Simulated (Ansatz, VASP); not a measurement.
Two plane-wave programs on BaS

```
CELL_PARAMETERS angstrom
4.36770 0.00000 0.00000
-2.18385 3.78254 0.00000
0.00000 0.00000 3.96568
ATOMIC_POSITIONS crystal
Ba 0.00000 0.00000 0.50000
S 0.66667 0.33333 0.00000
```

Alike in both runs: functional PBE; k mesh 6 × 6 × 6; occupations gaussian, width 0.1 eV; no spin polarisation.

Ansatz relaxed the structure, and its values are those at the end. VASP's run is a single point on that final structure, the one shown.

|  | VASP | Ansatz |
| --- | --- | --- |
| version | VASP 6.6.1 | Ansatz 0.2.0 |
| potentials or method | VASP PAW PBE potentials, release 64 (Ba_sv, S) | scalar-relativistic, plane waves, PAW |
| plane-wave cutoff (eV) | 520 | 420 |
| valence electrons in the cell | 16 | 16 |

Ansatz gave:

```
gap on the k mesh at the Fermi level (eV) : 2.03
least direct gap on the mesh (eV)         : 2.03
pressure (GPa)                            : 0.1
```

Q: What did VASP give for the same quantities?

A: gap on the k mesh at the Fermi level (eV): 1.96; least direct gap on the mesh (eV): 1.96; pressure (GPa): 0.7.

With one functional, cell and mesh, what is left measures potentials, basis and numerics.

Caveats: spin-orbit coupling is left out, which moves the levels of the heavy elements. A k mesh can miss the band edges.
